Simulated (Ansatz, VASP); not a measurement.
**Two plane-wave programs on S**

The input INCAR:

```
PREC     = Accurate       # precision mode
ENCUT    = 520            # plane-wave cutoff, eV
EDIFF    = 1E-6           # SCF threshold, eV
ISMEAR   = 0              # smearing method
SIGMA    = 0.1            # smearing width, eV
LREAL    = False          # projectors in reciprocal space
LASPH    = True           # aspherical terms in the spheres
NELM     = 80             # most SCF steps
ALGO     = Normal         # electronic algorithm
ISIF     = 2              # what is computed and relaxed
LWAVE    = False          # write WAVECAR
LCHARG   = False          # write CHGCAR
GGA      = PE             # functional
NBANDS   = 9              # bands
```

File KPOINTS:

```
Automatic mesh
0
Gamma
  6 6 6
```

The input POSCAR:

```
S
1.0
    0.0000000000      2.5535519400      2.5842795400
    1.9705749200      0.0000000000      2.5842795400
    1.9705749200      2.5535519400      0.0000000000
S
1
Direct
    0.0000000000      0.0000000000      0.0000000000
```

Input for Ansatz:

```yaml
crystal:
  lattice:
    - [0.0, 2.55355194, 2.58427954]
    - [1.97057492, 0.0, 2.58427954]
    - [1.97057492, 2.55355194, 0.0]
  atoms:
    - { symbol: S, position: [0.0, 0.0, 0.0] }
basis:
  ecutwfc: 420
kpoints:
  mp_grid: { grid: [6, 6, 6] }
hamiltonian:
  xc: pbe
scf:
  occupations: { method: gaussian, width: 0.1 }
  lower_state_search: "off"
output:
  forces: true
  stress: true
  eigenvalues: true
```

Alike in both runs: task single point; functional PBE; k mesh 6 × 6 × 6; occupations gaussian, width 0.1 eV; no spin polarisation.

|  | VASP | Ansatz |
| --- | --- | --- |
| version | VASP 6.6.1 | Ansatz 0.2.0 |
| potentials or method | VASP PAW PBE potentials, release 64 (S) | scalar-relativistic, plane waves, PAW |
| plane-wave cutoff (eV) | 520 | 420 |
| valence electrons in the cell | 6 | 6 |

|  | VASP | Ansatz | Ansatz less VASP |
| --- | --- | --- | --- |
| gap on the k mesh at the Fermi level (eV) | none | none | - |
| pressure (GPa) | -12.8 | -12.7 | +0.06 |
| largest component of the traceless stress (GPa) | 2.38 | 2.39 | +0.002 |

A gap of «none» marks a metal or a gap that the smearing closes. The functional is the same, so the differences come from potentials, cutoffs and numerics.

Caveats: the k mesh is coarse (spacing up to 0.39 Å⁻¹), so the values aren't converged.
